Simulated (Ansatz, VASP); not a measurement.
## PbSe in VASP and in Ansatz

```
CELL_PARAMETERS angstrom
0.00000 3.06215 3.06215
3.06215 0.00000 3.06215
3.06215 3.06215 0.00000
ATOMIC_POSITIONS crystal
Pb 0.00000 0.00000 0.00000
Se 0.47959 0.47959 0.52041
```

Change from the starting cell: all Se atoms moved +0.125 Å, as atom 2 towards its neighbour atom 1 (Pb) at 3.062 Å.

Alike in both runs: task single point; functional PBE; k mesh 10 × 10 × 10; occupations gaussian, width 0.03 eV; no spin polarisation.

|  | VASP | Ansatz |
| --- | --- | --- |
| version | VASP 6.6.1 | Ansatz 0.2.0 |
| potentials or method | VASP PAW PBE potentials, release 64 (Pb_d, Se) | scalar-relativistic, plane waves, PAW |
| plane-wave cutoff (eV) | 520 | 420 |
| valence electrons in the cell | 20 | 30 |

Ansatz gave:

```
gap on the k mesh at the Fermi level (eV)       : 0.47
least direct gap on the mesh (eV)               : 0.47
pressure (GPa)                                  : 2.6
largest component of the traceless stress (GPa) : 0.44
rms of the force components (eV/Å)              : 0.062
```

Question: What did VASP give for the same quantities?

Answer: gap on the k mesh at the Fermi level (eV): 0.48; least direct gap on the mesh (eV): 0.48; pressure (GPa): 2.6; largest component of the traceless stress (GPa): 0.44; rms of the force components (eV/Å): 0.063.

Atom by atom the forces differ by 0.002 eV/Å (rms over components). The two sets of potentials don't hold the same shells in valence.

Caveats: spin-orbit coupling is left out, which as a rule narrows the gap of such compounds by several tenths of an eV.
